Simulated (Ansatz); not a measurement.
The system is BaTiO3.

```
Ba Ti O
1.0
     4.00730    0.00000    0.00000
     0.00000    4.00730    0.00000
     0.00000    0.00000    8.01460
Ba Ti O
2 2 6
Cartesian
  2.3139 2.3844 1.9229
  2.0570 1.8276 6.1203
  0.1419 4.0001 0.1061
  3.8069 3.8918 4.1558
  2.2804 3.7093 7.8525
  1.7205 3.8733 4.0115
  3.8827 2.3866 7.8876
  3.8235 1.8548 4.1970
  3.8544 0.0411 1.7952
  0.1626 0.0749 6.0314
```

* Program: Ansatz 0.2.0
* Task: relaxation of cell and atoms
* Functional: r2SCAN
* Dispersion: rVV10
* Potentials or basis: Ansatz PAW
* Cutoff: 500 eV (not typed: the program's choice for these potentials)
* k mesh: 7 × 7 × 4
* Occupations: fermi-dirac, width 0.05 eV
* Spin: no spin polarisation

At the start: volume 12.87 Å³/atom.

Question: Where does the relaxation end?

Answer: It ends after 9 steps and the volume is 12.82 Å³/atom (-0.4 %); space group Cmc2_1 (No. 36, to 0.05 Å).

Step by step:
```tsv
step	energy change (eV)	largest force (eV/Å)	volume (Å³)
1	0.0000	8.0196	128.70
2	-3.3334	3.8496	132.00
3	-4.5848	1.2774	128.56
4	-4.8078	0.0725	127.19
5	-4.8078	0.1851	128.60
6	-4.8082	0.0879	129.10
7	-4.8127	0.0070	128.25
8	-4.8128	0.0006	128.24
9	-4.8126	0.0005	128.24
```

Final structure:
```cif
data_structure
_symmetry_space_group_name_H-M 'P 1'
_symmetry_Int_Tables_number 1
_cell_length_a 3.9825
_cell_length_b 3.9823
_cell_length_c 8.0859
_cell_angle_alpha 90.000
_cell_angle_beta 90.000
_cell_angle_gamma 89.935
_cell_volume 128.24
loop_
_atom_site_label
_atom_site_type_symbol
_atom_site_fract_x
_atom_site_fract_y
_atom_site_fract_z
_atom_site_occupancy
Ba1 Ba 0.49826 0.49827 0.25428 1
Ba2 Ba 0.50174 0.50172 0.75428 1
Ti1 Ti 0.98798 0.98802 0.01199 1
Ti2 Ti 0.01202 0.01195 0.51199 1
O1 O 0.50915 0.00527 0.99643 1
O2 O 0.49084 0.99474 0.49643 1
O3 O 0.00529 0.50912 0.99642 1
O4 O 0.99471 0.49090 0.49642 1
O5 O 0.99975 0.99976 0.24089 1
O6 O 0.00025 0.00025 0.74088 1
```

Caveat: the plane-wave basis is chosen anew once the cell has moved, so the energies of steps on either side of that aren't comparable; the PAW data sets come from PBE, with cores solved anew for the run's functional, which leaves a small shift of forces and pressure.
